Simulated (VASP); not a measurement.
# Cu2O (Pn-3m) in VASP: a series of runs, part 2 of 2

VASP 6.6.1. Earlier steps stand in the parts before.

## 5. Single point, PBE0

The input, POSCAR:

```
Cu2O
1.0
    4.2600000000      0.0000000000      0.0000000000
    0.0000000000      4.2600000000      0.0000000000
    0.0000000000      0.0000000000      4.2600000000
Cu O
4 2
Direct
    0.2500000000      0.2500000000      0.2500000000
    0.2500000000      0.7500000000      0.7500000000
    0.7500000000      0.7500000000      0.2500000000
    0.7500000000      0.2500000000      0.7500000000
    0.0000000000      0.0000000000      0.0000000000
    0.5000000000      0.5000000000      0.5000000000
```

The input, INCAR.step1:

```
SYSTEM = Cu2O
PREC = Accurate
ENCUT = 520
EDIFF = 1E-5
ISMEAR = -1
SIGMA = 0.05
LREAL = .FALSE.
LASPH = .TRUE.
NELM = 60
ALGO = Normal
ISIF = 2
LWAVE = .TRUE.
NBANDS = 37
GGA = PE
```

The input, INCAR.step2:

```
SYSTEM = Cu2O
PREC = Accurate
ENCUT = 520
EDIFF = 1E-6
ISMEAR = -1
SIGMA = 0.05
LREAL = .FALSE.
LASPH = .TRUE.
NELM = 60
ALGO = Normal
ISIF = 2
LWAVE = .FALSE.
LCHARG = .TRUE.
GGA = PE
LHFCALC = .TRUE.
AEXX = 0.25
PRECFOCK = Fast
HFRCUT = -1
LELF = .TRUE.
LVHAR = .TRUE.
NBANDS = 37
ISTART = 1
```

The input, KPOINTS:

```
regular mesh
0
G
  4 4 4
  0 0 0
```

Potentials or basis: VASP PAW PBE potentials, release 64 (Cu, O).

The run is started by

```console
cat potpaw_PBE.64/Cu/POTCAR potpaw_PBE.64/O/POTCAR > POTCAR
cp INCAR.step1 INCAR
mpirun -np 1 vasp_std > vasp.out
cp INCAR.step2 INCAR
mpirun -np 1 vasp_std > vasp.out
```

OUTCAR:

```text
SYSTEM = Cu2O
   PREC = Accurate
   ENCUT = 520
   EDIFF = 1E-6
   ISMEAR = -1
   LREAL = .FALSE.
   LASPH = .TRUE.
   NELM = 60
   ISIF = 2
   GGA = PE
   LHFCALC = .TRUE.
   AEXX = 0.25
   PRECFOCK = Fast
   ISTART = 1

 ion  position               nearest neighbor table
   1  0.250  0.250  0.250-   5 1.84   6 1.84
   2  0.250  0.750  0.750-   5 1.84   6 1.84
   3  0.750  0.750  0.250-   5 1.84   6 1.84
   4  0.750  0.250  0.750-   5 1.84   6 1.84
   5  0.000  0.000  0.000-   1 1.84   2 1.84   3 1.84   4 1.84
   6  0.500  0.500  0.500-   1 1.84   2 1.84   3 1.84   4 1.84

  LATTYP: Found a simple cubic cell.
 ALAT       =     4.2600000000

  Lattice vectors:

 A1 = (   4.2600000000,   0.0000000000,   0.0000000000)
 A2 = (   0.0000000000,   4.2600000000,   0.0000000000)
 A3 = (   0.0000000000,   0.0000000000,   4.2600000000)

Analysis of symmetry for initial positions (statically):
=====================================================================
 Subroutine PRICEL returns:
 Original cell was already a primitive cell.

 Routine SETGRP: Setting up the symmetry group for a
 simple cubic supercell.

 Subroutine GETGRP returns: Found 48 space group operations
 (whereof 24 operations were pure point group operations)
 out of a pool of 48 trial point group operations.

The static configuration has the point symmetry T_d .
 The point group associated with its full space group is O_h .

Analysis of symmetry for dynamics (positions and initial velocities):
=====================================================================
 Subroutine PRICEL returns:
 Original cell was already a primitive cell.

 Routine SETGRP: Setting up the symmetry group for a
 simple cubic supercell.

 Subroutine GETGRP returns: Found 48 space group operations
 (whereof 24 operations were pure point group operations)
 out of a pool of 48 trial point group operations.

The dynamic configuration has the point symmetry T_d .
 The point group associated with its full space group is O_h .

 Subroutine INISYM returns: Found 48 space group operations
 (whereof 24 operations are pure point group operations),
 and found     1 'primitive' translations

----------------------------------------------------------------------------------------

                                     Primitive cell

  volume of cell :      77.3088

  direct lattice vectors                    reciprocal lattice vectors
     4.260000000  0.000000000  0.000000000     0.234741784  0.000000000  0.000000000
     0.000000000  4.260000000  0.000000000     0.000000000  0.234741784  0.000000000
     0.000000000  0.000000000  4.260000000     0.000000000  0.000000000  0.234741784

  length of vectors
     4.260000000  4.260000000  4.260000000     0.234741784  0.234741784  0.234741784

  position of ions in fractional coordinates (direct lattice)
     0.250000000  0.250000000  0.250000000
     0.250000000  0.750000000  0.750000000
[... 47 lines left out ...]
  0.500000  0.500000  0.000000      3.000000
  0.250000  0.250000  0.250000      8.000000
  0.500000  0.250000  0.250000     12.000000
  0.500000  0.500000  0.250000      6.000000
  0.500000  0.500000  0.500000      1.000000
   k-points           NKPTS =     10   k-points in BZ     NKDIM =     64   number of bands    NBANDS=     37
   number of dos      NEDOS =    301   number of ions     NIONS =      6
   total plane-waves  NPLWV =  32768
   dimension x,y,z NGX =    32 NGY =   32 NGZ =   32
   dimension x,y,z NGXF=    64 NGYF=   64 NGZF=   64
   ions per type =               4   2
   NGX,Y,Z   is equivalent  to a cutoff of  12.49, 12.49, 12.49 a.u.
   NGXF,Y,Z  is equivalent  to a cutoff of  24.98, 24.98, 24.98 a.u.
 SYSTEM =  Cu2O
   PREC   = accura    normal or accurate (medium, high low for compatibility)
   ISTART =      1    job   : 0-new  1-cont  2-samecut
   ICHARG =      0    charge: 1-file 2-atom 10-const
   ISPIN  =      1    spin polarized calculation?
   LNONCOLLINEAR =      F non collinear calculations
   LSORBIT =      F    spin-orbit coupling
   LASPH  =      T    aspherical Exc in radial PAW
   ENCUT  =  520.0 eV  38.22 Ry    6.18 a.u.   7.92  7.92  7.92*2*pi/ulx,y,z
   NELM   =     60;   NELMIN=  2; NELMDL=  0     # of ELM steps
   EDIFF  = 0.1E-05   stopping-criterion for ELM
   LREAL  =      F    real-space projection
   EDIFFG = 0.1E-04   stopping-criterion for IOM
   NSW    =      0    number of steps for IOM
   IBRION =     -1    ionic relax: 0-MD 1-quasi-New 2-CG
   NFREE  =      0    steps in history (QN), initial steepest desc. (CG)
   ISIF   =      2    stress and relaxation
   ISYM   =      3    0-nonsym 1-usesym 2-fastsym
   POTIM  = 0.5000    time-step for ionic-motion
   TEBEG  =    0.0;   TEEND  =   0.0 temperature during run
   PSTRESS=    0.0 pullay stress
   NELECT =      56.0000    total number of electrons
   NUPDOWN=      -1.0000    fix difference up-down
   EMIN   =  10.00;   EMAX   =-10.00  energy-range for DOS
   EFERMI =   0.00;   METHOD = LEGACY
   ISMEAR =    -1;   SIGMA  =   0.05  broadening in eV -4-tet -1-fermi 0-gaus
   EFERMI_NEDOS =   21; number of points for ismear=-14 and -15
   IALGO  =     38    algorithm
   IMIX   =      1    mixing-type and parameters
     AMIX     =   0.40;   BMIX     =  1.00
     AMIX_MAG =   1.60;   BMIX_MAG =  1.00
  volume/ion in A,a.u.               =      12.88        86.95
  Fermi-wavevector in a.u.,A,eV,Ry     =   1.470261  2.778391 29.411289  2.161669
  Thomas-Fermi vector in A             =   2.585540
   LORBIT       =      0    0 simple, 1 ext, 2 COOP (PROOUT), +10 PAW based schemes
   GGA     = PE    functional components
   LHFCALC =     T    Hartree Fock is set to
   PRECFOCK=fast      Normal, Fast or Accurate (Low or Medium for compatibility)
   ENCUT4O =  -1.0   cutoff for four orbital integrals eV
   NKREDX  =     1    reduce k-point grid by
   NKREDY  =     1    reduce k-point grid by
   NKREDZ  =     1    reduce k-point grid by
   AEXX    =    0.2500 exact exchange contribution
   HFSCREEN=    0.0000 screening length (either q_TF or 0.3 A-1)
   HFSCREENC=   0.0000 screening length for correlation (either q_TF or 0.3 A-1)
   ENCUTFOCK=  -1.0 apply spherical cutoff to Coloumb kernel
   IVDW    =     0    specifies the selected vdW correction
   LEPSILON=     F    determine dielectric tensor
   LRPA    =     F    only Hartree local field effects (RPA)
 non-spin polarized calculation
  energy-cutoff  :      520.00
  volume of cell :       77.31
 maximum number of plane-waves:      2103
 NGX is ok and might be reduce to    32
  NGX = 18; NGY = 18; NGZ = 18

 number of electron      56.0000099 magnetization

 Free energy of the ion-electron system (eV)
  ---------------------------------------------------
  ext. energy  EPLUGINS =         0.00000000
  ---------------------------------------------------
  free energy    TOTEN  =       -33.60618206 eV

  energy without entropy =      -33.60618206  energy(sigma->0) =      -33.60618206

 E-fermi :   4.5401     XC(G=0):  -8.6210

 val. band max:        3.3808966121   @ k =   0.0000   0.0000   0.0000
 cond. band min:       6.1563499066   @ k =   0.0000   0.0000   0.0000
 fundamental gap:      2.7754532944
 Fermi energy:         4.5401030780

 k-point     1 :       0.0000    0.0000    0.0000
  band No.  band energies     occupation
      1     -18.3894      2.00000
      2     -17.6059      2.00000
      3      -4.3428      2.00000
      4      -4.3428      2.00000
      5      -4.3428      2.00000
      6      -1.6958      2.00000
[... 389 lines left out ...]
     36      14.1186      0.00000
     37      20.1255      0.00000

------------------------ aborting loop because EDIFF is reached ----------------------------------------

  FORCE on cell =-STRESS in cart. coord.  units (eV):
  Direction    XX          YY          ZZ          XY          YZ          ZX
  --------------------------------------------------------------------------------------
  -------------------------------------------------------------------------------------
  Total        1.1792915      1.1792915      1.1792915     -0.0000000     -0.0000000      0.0000000
  in kB       24.4400982     24.4400982     24.4400982     -0.0000000     -0.0000000      0.0000000
  external PRESSURE =      24.4400982 kB  Pullay stress =       0.0000000 kB

 VOLUME and BASIS-vectors are now :
 -----------------------------------------------------------------------------
  energy-cutoff  :      520.00
  volume of cell :       77.31
      direct lattice vectors                 reciprocal lattice vectors
     4.260000000  0.000000000  0.000000000     0.234741784  0.000000000  0.000000000
     0.000000000  4.260000000  0.000000000     0.000000000  0.234741784  0.000000000
     0.000000000  0.000000000  4.260000000     0.000000000  0.000000000  0.234741784

 POSITION                                       TOTAL-FORCE (eV/Angst)
 -----------------------------------------------------------------------------------
      1.06500      1.06500      1.06500         0.000000     -0.000000      0.000000
      1.06500      3.19500      3.19500        -0.000000     -0.000000      0.000000
      3.19500      3.19500      1.06500        -0.000000      0.000000     -0.000000
      3.19500      1.06500      3.19500         0.000000     -0.000000      0.000000
      0.00000      0.00000      0.00000        -0.000000      0.000000     -0.000000
      2.13000      2.13000      2.13000         0.000000      0.000000     -0.000000
 -----------------------------------------------------------------------------------
    total drift:                               -0.000001     -0.000003     -0.000001

  FREE ENERGIE OF THE ION-ELECTRON SYSTEM (eV)
  ---------------------------------------------------
  free  energy   TOTEN  =       -33.6061820555 eV

  energy  without entropy=      -33.6061820555  energy(sigma->0) =      -33.60618206
```

Run time: 20 min. Hardware: 1 thread of Intel Xeon 6975P-C (Granite Rapids), shared host; peak memory 0.21 GiB.

Results:

| Property | Result |
| --- | --- |
| Free energy | -33.6062 eV |
| Pressure | 2.4 GPa |
| Band gap on the k mesh | 2.78 eV, direct |

Caveat: the PAW data sets were made with another functional, which shifts forces and pressure a little.

## 6. Overview

```csv
task,level,cell,k mesh,cutoff (eV),grid for exact exchange (PRECFOCK),screening parameter,exchange at q = 0,gap on the mesh (eV),pressure (GPa),relaxed volume (Å³/atom)
relaxation of cell and atoms,PBE,relaxed,8 × 8 × 8,600,-,-,-,0.47,0.0,13.32
relaxation of cell and atoms,PBEsol,relaxed,8 × 8 × 8,600,-,-,-,0.55,0.0,12.62
single point,HSE06,as given,4 × 4 × 4,520,Fast,0.2 1/A,-,2.04,2.6,-
single point,PBE0,as given,4 × 4 × 4,520,Fast,-,truncated,2.78,2.4,-
```

Alike in all rows: potentials or basis VASP PAW PBE potentials, release 64 (Cu, O); no spin polarisation; smearing fermi-dirac 0.05 eV.

Caveats: the PAW data sets were made with another functional, which shifts forces and pressure a little (some runs).

Total energies depend on the potentials used, so only differences within one code and one set of settings carry meaning.

## 7. Comparison with measurements

Step 4. Against the measured gap of Cu2O, 2.17 eV (direct; quoted in “Importance of surface oxygen vacancies for ultrafast hot carrier relaxation and transport in Cu2O”, 2021, arxiv:2103.03167), the calculated 2.04 eV is off by -0.13 eV. The value is that of HSE06, without temperature or zero-point motion.

Step 5. Measured gap of Cu2O: 2.17 eV (direct; quoted in “Importance of surface oxygen vacancies for ultrafast hot carrier relaxation and transport in Cu2O”, 2021, arxiv:2103.03167). This calculation gives 2.78 eV (+0.61 eV). The value is that of PBE0, without temperature or zero-point motion.
